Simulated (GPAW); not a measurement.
**Quasiparticle gap of TePb (Fm-3m) in GPAW**

Aim: the G0W0 gap of TePb (Fm-3m) on PBE, step by step.

Main program and level: GPAW 26.7.0; PBE and many-body steps on it, plane waves.

**What was measured.**

- Gap 0.19 eV: electronic band gap at 4 K; 4 K; bulk crystal (quoted in “Lattice Properties of PbX (X = S, Se, Te): Experimental Studies and ab initio Calculations Including Spin-Orbit Effects”, 2008, arxiv:0808.3152).

- Gap 0.37 eV: thermally activated gap from Seebeck maximum; Seebeck coefficient maximum; bulk crystal (Bridgman-grown p-type crystal, maximum near 450-500 K) (“Site-Specific Contributions to the Band Inversion in a Topological Crystalline Insulator”, 2015, arxiv:1506.06328).

- Gap 0.32 eV: direct gap at L; earlier experiment (Expt. column of Table 1); 300 K; bulk crystal (literature value) (quoted in “Electronic band structure of epitaxial PbTe (111) thin films observed by angle-resolved photoemission spectroscopy”, 2017, arxiv:1704.07516).

## (1) The structure

The structure is cubic, space group Fm-3m (No. 225). Conventional cell: a = 6.462 Å, b = 6.462 Å, c = 6.462 Å, α = 90.00°, β = 90.00°, γ = 90.00°. Te has 6 Pb at 3.23 Å nearest. Nearest to Pb lie 6 Te at 3.23 Å. Farther neighbours and most contacts between anions are not listed.

The cell and positions come from the Crystallography Open Database and are kept as given unless a step says otherwise. Spin-orbit coupling is left out unless a step names it.

## (2) Ground state

This step: GPAW 26.7.0; DFT, PBE, plane waves, PAW.

The ground-state density comes first.

File run.py:

```python
import json
import numpy as np
from gpaw.mpi import world
from ase import Atoms
from gpaw import GPAW, PW, FermiDirac

atoms = Atoms(['Te', 'Pb'],
    cell=[[0.0000000000, 3.2310000000, 3.2310000000],
      [3.2310000000, 0.0000000000, 3.2310000000],
      [3.2310000000, 3.2310000000, 0.0000000000]],
    scaled_positions=[[0.5000000000, 0.5000000000, 0.5000000000],
      [0.0000000000, 0.0000000000, 0.0000000000]],
    pbc=(True, True, True))
calc = GPAW(mode=PW(450),
    xc='PBE',
    kpts={'size': (6, 6, 6), 'gamma': True},
    occupations=FermiDirac(0.001),
    nbands=-7,
    convergence={'density': 1e-6, 'bands': -3},
    maxiter=100,
    txt='gs.txt')
atoms.calc = calc
res = {'energy': atoms.get_potential_energy()}
kpts = calc.get_ibz_k_points()
res['kpts'] = kpts
res['eigenvalues'] = [calc.get_eigenvalues(kpt=k) for k in range(len(kpts))]
res['n_electrons'] = calc.get_number_of_electrons()
calc.write('gs.gpw')

if world.rank == 0:
    with open('result.json', 'w') as f:
        json.dump(res, f, default=lambda x: x.tolist())
```

Run with:

```console
> mpirun -n 4 gpaw python run.py
```

Numbers of over 12 decimals in the logs are rounded to 6 here.

The log of the run:

```text
__  _  _
 | _ |_)|_||  |
 |__||  | ||/\| - 26.7.0

Input parameters:
  mode=PW(ecut=450.000000),
  convergence={'density': 1e-06, 'bands': -3},
  kpts=MonkhorstPack(size=(6, 6, 6), gamma=True),
  maxiter=100,
  nbands=-7,
  occupations=Occupations(name='fermi-dirac', width=0.001, fixmagmom=False),
  xc=XC(name='PBE')
  [... matrices ...]
Diagonalizing LCAO Hamiltonian
Converting LCAO to pw mode

                 Te

       Pb

Atoms  # Å, Bohr magnetons
|   | symbol |        x |        y |        z |    initial magnetic moments |
| 0 |     Te | 3.231000 | 3.231000 | 3.231000 | ( 0.0000,  0.0000,  0.0000) |
| 1 |     Pb | 0.000000 | 0.000000 | 0.000000 | ( 0.0000,  0.0000,  0.0000) |

Unit cell  # Å
| periodic |        x |        y |        z |  lengths |    angles |
|      yes | 0.000000 | 3.231000 | 3.231000 | 4.569324 | 60.000000 |
|      yes | 3.231000 | 0.000000 | 3.231000 | 4.569324 | 60.000000 |
|      yes | 3.231000 | 3.231000 | 0.000000 | 4.569324 | 60.000000 |

Number of symmetries: 48
Symmetry operations  # r_c * U_cc + t_c -> r_c
|    | kind |            matrix            |
|  0 |  σ   |  1, 0, 0,  1, 0,-1,  1,-1, 0 |
|  1 |  C2  |  1, 0, 0,  1,-1, 0,  1, 0,-1 |
|  2 |  E   |  1, 0, 0,  0, 1, 0,  0, 0, 1 |
|  3 |  σ   |  1, 0, 0,  0, 0, 1,  0, 1, 0 |
|  4 |  C4  |  1, 0,-1,  1, 0, 0,  1,-1, 0 |
|  5 |  S6  |  1, 0,-1,  1,-1, 0,  1, 0, 0 |
|  6 |  σ   |  1, 0,-1,  0, 1,-1,  0, 0,-1 |
|  7 |  C3  |  1, 0,-1,  0, 0,-1,  0, 1,-1 |
|  8 |  S6  |  1,-1, 0,  1, 0, 0,  1, 0,-1 |
|  9 |  C4  |  1,-1, 0,  1, 0,-1,  1, 0, 0 |
| 10 |  C3  |  1,-1, 0,  0,-1, 1,  0,-1, 0 |
| 11 |  σ   |  1,-1, 0,  0,-1, 0,  0,-1, 1 |
| 12 |  σ   |  0, 1, 0,  1, 0, 0,  0, 0, 1 |
| 13 |  C4  |  0, 1, 0,  0, 1,-1, -1, 1, 0 |
| 14 |  C3  |  0, 1, 0,  0, 0, 1,  1, 0, 0 |
| 15 |  S6  |  0, 1, 0, -1, 1, 0,  0, 1,-1 |
| 16 |  C2  |  0, 1,-1,  1, 0,-1,  0, 0,-1 |
| 17 |  σ   |  0, 1,-1,  0, 1, 0, -1, 1, 0 |
| 18 |  S4  |  0, 1,-1,  0, 0,-1,  1, 0,-1 |
| 19 |  C4  |  0, 1,-1, -1, 1, 0,  0, 1, 0 |
| 20 |  C3  |  0, 0, 1,  1, 0, 0,  0, 1, 0 |
| 21 |  σ   |  0, 0, 1,  0, 1, 0,  1, 0, 0 |
| 22 |  S6  |  0, 0, 1,  0,-1, 1, -1, 0, 1 |
| 23 |  C4  |  0, 0, 1, -1, 0, 1,  0,-1, 1 |
| 24 |  S4  |  0, 0,-1,  1, 0,-1,  0, 1,-1 |
| 25 |  C3  |  0, 0,-1,  0, 1,-1,  1, 0,-1 |
| 26 |  C2  |  0, 0,-1,  0,-1, 0, -1, 0, 0 |
| 27 |  S6  |  0, 0,-1, -1, 0, 0,  0,-1, 0 |
| 28 |  S4  |  0,-1, 1,  1,-1, 0,  0,-1, 0 |
| 29 |  C4  |  0,-1, 1,  0, 0, 1, -1, 0, 1 |
| 30 |  C2  |  0,-1, 1,  0,-1, 0,  1,-1, 0 |
| 31 |  σ   |  0,-1, 1, -1, 0, 1,  0, 0, 1 |
| 32 |  C3  |  0,-1, 0,  1,-1, 0,  0,-1, 1 |
| 33 |  S6  |  0,-1, 0,  0, 0,-1, -1, 0, 0 |
| 34 |  S4  |  0,-1, 0,  0,-1, 1,  1,-1, 0 |
| 35 |  C2  |  0,-1, 0, -1, 0, 0,  0, 0,-1 |
| 36 |  C2  | -1, 1, 0,  0, 1, 0,  0, 1,-1 |
| 37 |  S6  | -1, 1, 0,  0, 1,-1,  0, 1, 0 |
| 38 |  S4  | -1, 1, 0, -1, 0, 1, -1, 0, 0 |
| 39 |  C3  | -1, 1, 0, -1, 0, 0, -1, 0, 1 |
| 40 |  S6  | -1, 0, 1,  0, 0, 1,  0,-1, 1 |
| 41 |  C2  | -1, 0, 1,  0,-1, 1,  0, 0, 1 |
| 42 |  C3  | -1, 0, 1, -1, 1, 0, -1, 0, 0 |
| 43 |  S4  | -1, 0, 1, -1, 0, 0, -1, 1, 0 |
| 44 |  C2  | -1, 0, 0,  0, 0,-1,  0,-1, 0 |
| 45 |  i   | -1, 0, 0,  0,-1, 0,  0, 0,-1 |
| 46 |  σ   | -1, 0, 0, -1, 1, 0, -1, 0, 1 |
| 47 |  C2  | -1, 0, 0, -1, 0, 1, -1, 1, 0 |

BZ-sampling:
  Number of BZ points: 216
  Number of IBZ points: 16

  Monkhorst-Pack size: [6, 6, 6]
  Monkhorst-Pack shift: [0.083333, 0.083333, 0.083333]

K-points  # in reciprocal-cell coordinates
|     |                                coordinates |     weight |
|   0 | (  0.00000000,   0.00000000,   0.00000000) | 0.00462963 |
|   1 | (  0.16666667,   0.16666667,   0.00000000) | 0.02777778 |
|   2 | (  0.16666667,   0.16666667,   0.16666667) | 0.03703704 |
|   3 | (  0.33333333,   0.16666667,   0.16666667) | 0.05555556 |
|   4 | (  0.33333333,   0.33333333,  -0.33333333) | 0.05555556 |
|   5 | (  0.33333333,   0.33333333,   0.00000000) | 0.02777778 |
|   6 | (  0.33333333,   0.33333333,   0.16666667) | 0.11111111 |
|   7 | (  0.33333333,   0.33333333,   0.33333333) | 0.03703704 |
|   8 | (  0.50000000,   0.33333333,  -0.33333333) | 0.11111111 |
|   9 | (  0.50000000,   0.33333333,  -0.16666667) | 0.05555556 |
| ... |                                            |            |
|  15 | (  0.50000000,   0.50000000,   0.50000000) | 0.01851852 |

Plane wave coefficients: 1484
Cutoff: 450.000000 eV

Spin-components: 1 (collinear spins)
Bands:           17
Projectors:      11
Spin-degeneracy: 2
Datatype:        complex128

  Storage: CPU
  Wave functions: 6_349_568 bytes (1_587_392 per core)
  Projectors: 8_217_088 bytes (2_054_272 per core)
  [... matrices ...]
Parallelization:
  kpt:    4
  domain: 1
  band:   1

Density:
  Valence electrons: 20.0
  Components: 1
  Grid points: [24 24 24]
  Charge: 0.0  # |e|

Potential:
  Grid points: [24 24 24]

species:
  Te:
    name:    Tellurium
    Z:       52.0
    valence: 6
    core:    46
    charge:  0.0  # [|e|]
    compensation charges:
      type: gauss
      rc: 0.36  # [Å]
      lmax: 2
    cutoffs:
      filter: 2.09  # [Å]
      core: 3.17  # [Å]
    projectors
    | kind |    occ | energy [eV] | rcut [Å] |
    |   5s |  2.000 |     -15.089 |    1.180 |
    |   5p |  4.000 |      -5.955 |    1.196 |
    |    s |        |      12.123 |    1.180 |
    |    p |        |      21.256 |    1.196 |
    |    d |        |       0.000 |    1.238 |

    Using partial waves for Te as LCAO basis

  Pb:
    name:    Lead
    Z:       82.0
    valence: 14
    core:    68
    charge:  0.0  # [|e|]
    compensation charges:
      type: gauss
      rc: 0.38  # [Å]
      lmax: 2
    cutoffs:
      filter: 2.36  # [Å]
      core: 2.43  # [Å]
    projectors
    | kind |    occ | energy [eV] | rcut [Å] |
    |   6s |  2.000 |     -11.969 |    1.259 |
    |   6p |  2.000 |      -3.506 |    1.275 |
    |   5d | 10.000 |     -21.211 |    1.217 |
    |    s |        |      15.243 |    1.259 |
    |    p |        |      23.705 |    1.275 |
    |    d |        |       6.001 |    1.217 |

    Using partial waves for Pb as LCAO basis

Reference energy: -752065.146798  # eV

eigensolver:
  PPCG
  Converge bands: -3
  niter=2

density mixing:
  MSR1-Mixer
  Pratt-step length: 0.05
  Maximum mixing coefficient: 0.75
  Old densities: 10
  SVD Regularization: 0.005
  Good broyden scale: 1.0
  Trust region scale: 1.0
  Backstep threshold: 4.0
  History deletion threshold: 6.0
  Fourier metric: weight=20.0, sigma=0.015

occupation numbers:
  Fermi-Dirac:
    width: 0.0010  # eV

poisson solver:
  ecut: 3600.000000  # eV

xc functional:
  name: PBE with 2 nearest neighbor stencil

Initialization done in: 1.418 s

convergence criteria:
- Maximum integral of absolute [dens]ity change: 1e-06 electrons / valence electron
- Maximum [total energy] change in last 3 cyles: 0.0005 eV / valence electron
- Maximum integral of absolute [eigenst]ate change: 4e-08 eV^2 / valence electron
maximum number of iterations: 100

SCF iterations
|iter     |     time |      energy | eigst |  dens |
|iter:   1|  |   -7.880031 | +1.81 |       |
|iter:   2|  |   -7.859226 | +0.24 | -1.35 |
|iter:   3|  |   -7.771543 | -1.37 | -1.40 |
|iter:   4|  |   -7.773502 | -3.35 | -1.99 |
|iter:   5|  |   -7.774020c| -4.03 | -2.40 |
|iter:   6|  |   -7.774031c| -5.67 | -3.30 |
|iter:   7|  |   -7.774032c| -6.73 | -3.88 |
|iter:   8|  |   -7.774032c| -7.64c| -4.58 |
|iter:   9|  |   -7.774032c| -7.85c| -5.46 |
|iter:  10|  |   -7.774032c| -8.79c| -6.03c|

Converged in 10 steps
SCF loop duration: 1.015 s (0.102 s/step)
Energy contributions relative to reference atoms: (reference = -752065.146798)
  [... matrices ...]
Energy contributions:
  Kinetic:          20.257693
  Coulomb:         -20.535368
  Zero:              0.169869
  External:          0.000000
  Xc:               -7.666225
  Entropy:          -0.000000
  Spinorbit:         0.000000
  ----------------------------
  Free energy:      -7.774032
  Extrapolated:     -7.774032

dipole moment: (-27.311430, -27.311430, -27.311430)  # |e|*Ang

Fermi level: 6.220
Eigenvalues  # (at kpt = [0.000, 0.000, 0.000])
| band index |      eig [eV] | occ [0-2] |
|          0 |       -11.049 |     2.000 |
|        ... |               |           |
|          2 |       -11.036 |     2.000 |
|          3 |       -11.036 |     2.000 |
|          4 |       -11.036 |     2.000 |
|          5 |        -6.328 |     2.000 |
|          6 |         0.141 |     2.000 |
|          7 |         4.304 |     2.000 |
|          8 |         4.304 |     2.000 |
|          9 |         4.304 |     2.000 |
|         10 |         9.720 |     0.000 |
|         11 |         9.720 |     0.000 |
|         12 |         9.720 |     0.000 |
|         13 |        11.489 |     0.000 |
|         14 |        11.489 |     0.000 |
|         15 |        11.489 |     0.000 |
|         16 |        13.078 |     0.000 |

Gap: 0.693 eV
Transition (v -> c):
  (s=0, k=15, n=9, [0.50, 0.50, 0.50]) -> (s=0, k=15, n=10, [0.50, 0.50, 0.50])
No difference between direct/indirect transitions
# Writing to gs.gpw (mode='')
  [... matrices ...]
```

It took 3.8 s on 4 MPI ranks of AMD EPYC 9R45, shared host; peak memory 0.61 GiB.

This step gave:

```
total energy               : -7.774 eV
gap                        : 0.6927 eV
k of the valence top       : 0.5, 0.5, 0.5
k of the conduction bottom : 0.5, 0.5, 0.5
least direct gap           : 0.6927 eV
```

The gap is direct, at (0.500, 0.500, 0.500).

## (3) Bands along the symmetry lines

The cheap functional maps the bands first; the places of the edges decide which points the dearer methods must see.

File run.py:

```python
import json
import numpy as np
from gpaw.mpi import world
from gpaw import GPAW

path = [[0.000000, 0.000000, 0.000000],
    [0.062500, 0.000000, 0.062500],
    [0.125000, 0.000000, 0.125000],
    [0.187500, 0.000000, 0.187500],
    [0.250000, 0.000000, 0.250000],
    [0.312500, 0.000000, 0.312500],
    [0.375000, 0.000000, 0.375000],
    [0.437500, 0.000000, 0.437500],
    [0.500000, 0.000000, 0.500000],
    [0.515625, 0.031250, 0.515625],
    [0.531250, 0.062500, 0.531250],
    [0.546875, 0.093750, 0.546875],
    [0.562500, 0.125000, 0.562500],
    [0.578125, 0.156250, 0.578125],
    [0.593750, 0.187500, 0.593750],
    [0.609375, 0.218750, 0.609375],
    [0.625000, 0.250000, 0.625000],
    [0.375000, 0.375000, 0.750000],
    [0.328125, 0.328125, 0.656250],
    [0.281250, 0.281250, 0.562500],
    [0.234375, 0.234375, 0.468750],
    [0.187500, 0.187500, 0.375000],
    [0.140625, 0.140625, 0.281250],
    [0.093750, 0.093750, 0.187500],
    [0.046875, 0.046875, 0.093750],
    [0.000000, 0.000000, 0.000000],
    [0.062500, 0.062500, 0.062500],
    [0.125000, 0.125000, 0.125000],
    [0.187500, 0.187500, 0.187500],
    [0.250000, 0.250000, 0.250000],
    [0.312500, 0.312500, 0.312500],
    [0.375000, 0.375000, 0.375000],
    [0.437500, 0.437500, 0.437500],
    [0.500000, 0.500000, 0.500000],
    [0.500000, 0.468750, 0.531250],
    [0.500000, 0.437500, 0.562500],
    [0.500000, 0.406250, 0.593750],
    [0.500000, 0.375000, 0.625000],
    [0.500000, 0.343750, 0.656250],
    [0.500000, 0.312500, 0.687500],
    [0.500000, 0.281250, 0.718750],
    [0.500000, 0.250000, 0.750000],
    [0.500000, 0.218750, 0.718750],
    [0.500000, 0.187500, 0.687500],
    [0.500000, 0.156250, 0.656250],
    [0.500000, 0.125000, 0.625000],
    [0.500000, 0.093750, 0.593750],
    [0.500000, 0.062500, 0.562500],
    [0.500000, 0.031250, 0.531250],
    [0.500000, 0.000000, 0.500000]]
calc = GPAW('gs.gpw').fixed_density(kpts=path,
    symmetry='off',
    nbands=20,
    convergence={'bands': 16},
    txt='bands.txt')
res = {}
kpts = calc.get_ibz_k_points()
res['kpts'] = kpts
res['eigenvalues'] = [calc.get_eigenvalues(kpt=k) for k in range(len(kpts))]
res['n_electrons'] = calc.get_number_of_electrons()

if world.rank == 0:
    with open('result.json', 'w') as f:
        json.dump(res, f, default=lambda x: x.tolist())
```

Run with:

```console
> mpirun -n 4 gpaw python run.py
```

The log of the run:

```text
Diagonalizing LCAO Hamiltonian
Converting LCAO to pw mode
convergence criteria:
- Maximum integral of absolute [eigenst]ate change: 4e-08 eV^2 / valence electron
maximum number of iterations: 100

SCF iterations
|iter     |     time |      energy | eigst |  dens |
|iter:   1|  |             | +2.27 |       |
|iter:   2|  |             | +0.90 |       |
|iter:   3|  |             | -0.05 |       |
[...]
|iter:  10|  |             | -6.46 |       |
|iter:  11|  |             | -7.31 |       |
|iter:  12|  |             | -8.02c|       |
SCF steps: 12
  __  _  _
 | _ |_)|_||  |
 |__||  | ||/\| - 26.7.0

Input parameters:
  mode=PW(ecut=450.000000),
  convergence={'bands': 16},
  gpts=array([24, 24, 24]),
  kpts=KPoints(kpts=array([[0.      , 0.      , 0.      ],
         [0.0625  , 0.      , 0.0625  ],
         [0.125   , 0.      , 0.125   ],
         [0.1875  , 0.      , 0.1875  ],
[...]
[0.515625, 0.03125 , 0.515625],
[...]
[0.546875, 0.09375 , 0.546875],
[...]
[0.578125, 0.15625 , 0.578125],
[...]
[0.609375, 0.21875 , 0.609375],
[...]
[0.328125, 0.328125, 0.65625 ],
[...]
[0.234375, 0.234375, 0.46875 ],
[...]
[0.140625, 0.140625, 0.28125 ],
[...]
[0.046875, 0.046875, 0.09375 ],
[...]
[0.5     , 0.0625  , 0.5625  ],
         [0.5     , 0.03125 , 0.53125 ],
         [0.5     , 0.      , 0.5     ]])),
  maxiter=100,
  nbands=20,
  occupations=Occupations(name='fermi-dirac', width=0.001, fixmagmom=False),
  parallel={},
  symmetry=Symmetry(point_group=False, time_reversal=False),
  xc=XC(name='PBE')
  [... matrices ...]
timing:  # [seconds]
  Total: 0.021  # ━━━━━━━━━━━━━━━━━━━━━━━━━━━━━━━━━━━━━━━━━━━━━━━━━━━━━━━━━━━
```

It took 5.2 s on 4 MPI ranks; peak memory 0.72 GiB.

This step gave:

```yaml
gap: 0.6927 eV
k_of_the_valence_top: 0.5, 0.5, 0.5
k_of_the_conduction_bottom: 0.5, 0.5, 0.5
least_direct_gap: 0.6927 eV
```

The gap is 0.693 eV, as in the run before at this level.

Electronic bands along the path, in eV, zero at the top of the highest filled band:

```csv
point,band 7,band 8,band 9,band 10,band 11,band 12,band 13,band 14
Γ,-5.56,-1.39,-1.39,-1.39,4.02,4.02,4.02,5.79
halfway,-6.82,-2.20,-2.20,-1.43,2.55,4.04,4.45,4.45
X,-7.25,-4.54,-2.84,-2.84,3.27,5.42,5.42,6.66
halfway,-7.48,-4.44,-2.72,-2.63,3.58,4.86,5.00,6.45
U,-7.93,-4.16,-2.34,-2.11,3.54,3.73,5.10,5.90
jump to K,-7.93,-4.16,-2.34,-2.11,3.54,3.73,5.10,5.90
halfway,-7.28,-2.51,-0.80,-0.15,1.29,1.59,4.20,6.09
Γ,-5.56,-1.39,-1.39,-1.39,4.02,4.02,4.02,5.79
halfway,-6.99,-1.23,-1.23,-0.68,2.09,2.40,2.40,5.94
L,-8.55,-0.93,-0.93,0.00,0.69,1.22,1.22,8.36
halfway,-8.29,-2.81,-2.60,-0.49,1.28,3.52,3.98,6.82
W,-7.94,-3.83,-3.83,-0.39,1.62,5.19,5.19,6.81
halfway,-7.62,-4.35,-3.18,-1.89,3.62,3.89,5.74,6.24
X,-7.25,-4.54,-2.84,-2.84,3.27,5.42,5.42,6.66
```

The electronic bands as a text plot (rows in eV, shown from -8.0 to 5.8 only):

```
    5.5 |++        ++++    +     +++++++++++               ++++++
    4.9 |  ++   +++    ++++ ++                          ++++   +
    4.4 |    +++        +     +++                      +    + +
    3.8 |++++ ++++     ++++      ++++++++             +      ++
    3.2 | +       +++++                  ++          +         ++
    2.6 |     ++           +       ++      ++       ++
    2.1 |  ++               ++   ++         +++     +      ++
    1.5 |    +                +++            +++++++  +++++
    0.9 |                                      +++++++
    0.3 |
   -0.2 |    *                *****          **************
   -0.8 |  **               *********      **  *****       **
   -1.4 |**** **           ***     ************   ***
   -2.0 |    ***          **     ****               **       *
   -2.5 |       ***** *****     *                    **       ***
   -3.1 |            *        **                       *     ****
   -3.7 |         *        ***                          *****
   -4.3 |          ********                                ******
   -4.8 |
   -5.4 |*                            ***
   -6.0 | ***                      ***   **
   -6.6 |    ***                 **        *
   -7.1 |       *******         *           *                  **
   -7.7 |              ****   **             **          ******
         Γ           X  U|K            Γ         L        W     X
```

## (4) Empty states on the mesh, 4×4×4 mesh, 805 bands

The sums over transitions need many empty states on a uniform mesh; this step solves for them.

File run.py:

```python
import json
import numpy as np
from gpaw.mpi import world
from gpaw import GPAW

calc = GPAW('gs.gpw').fixed_density(kpts={'size': (4, 4, 4), 'gamma': True},
    parallel={'domain': 1, 'band': 1},
    txt='nscf.txt')
calc.diagonalize_full_hamiltonian(nbands=805)
calc.write('full.gpw', mode='all')
res = {}
kpts = calc.get_ibz_k_points()
res['kpts'] = kpts
res['eigenvalues'] = [calc.get_eigenvalues(kpt=k) for k in range(len(kpts))]
res['n_electrons'] = calc.get_number_of_electrons()

if world.rank == 0:
    with open('result.json', 'w') as f:
        json.dump(res, f, default=lambda x: x.tolist())
```

Run with:

```console
> mpirun -n 4 gpaw python run.py
```

The log of the run:

```text
Diagonalizing LCAO Hamiltonian
Converting LCAO to pw mode
convergence criteria:
- Maximum integral of absolute [eigenst]ate change: 4e-08 eV^2 / valence electron
maximum number of iterations: 100

SCF iterations
|iter     |     time |      energy | eigst |  dens |
|iter:   1|  |             | +1.73 |       |
|iter:   2|  |             | +0.71 |       |
|iter:   3|  |             | -0.95 |       |
[...]
|iter:   7|  |             | -5.74 |       |
|iter:   8|  |             | -6.78 |       |
|iter:   9|  |             | -7.58c|       |
SCF steps: 9
  __  _  _
 | _ |_)|_||  |
 |__||  | ||/\| - 26.7.0

Input parameters:
  mode=PW(ecut=450.000000),
  convergence={'density': 1e-06, 'bands': -3},
  gpts=array([24, 24, 24]),
  kpts=MonkhorstPack(size=(4, 4, 4), gamma=True),
  maxiter=100,
  nbands=17,
  occupations=Occupations(name='fermi-dirac', width=0.001, fixmagmom=False),
  parallel={'domain': 1, 'band': 1},
  xc=XC(name='PBE')
Matrix size: 1475x1475
# Writing to full.gpw (mode='all')
  [... matrices ...]

timing:  # [seconds]
  Total: 3.470  # ━━━━━━━━━━━━━━━━━━━━━━━━━━━━━━━━━━━━━━━━━━━━━━━━━━━━━━━━━━━
```

Elapsed: 6.6 s, on 4 MPI ranks; peak memory 1.5 GiB; 25 s of CPU time.

This step gave:

```yaml
gap: 0.6927 eV
k_of_the_valence_top: 0.5, 0.5, 0.5
k_of_the_conduction_bottom: 0.5, 0.5, 0.5
least_direct_gap: 0.6927 eV
k_points_computed: 8
lowest_point_of_the_top_converged_band_above_the_valence_top: 285.6943 eV
```

On this mesh the gap is 0.693 eV.

(Continued in part 2 of 2.)

[Paths, hosts, dates, memory and timing lines, banners, echoed tables and standing remarks are left out of the program output.]

[Logs are printed without paths, hosts, clocks, repeated set-up lines and the standing remarks that a program may print on its own settings, such as how far it seeks lower states.]

[Runs of the session that timed out or met a known fault of the program may be left out.]

[Hosts, paths, dates, database ids (printed as entryN), source tags and the programs' standing remarks are cut or masked in the printed files.]
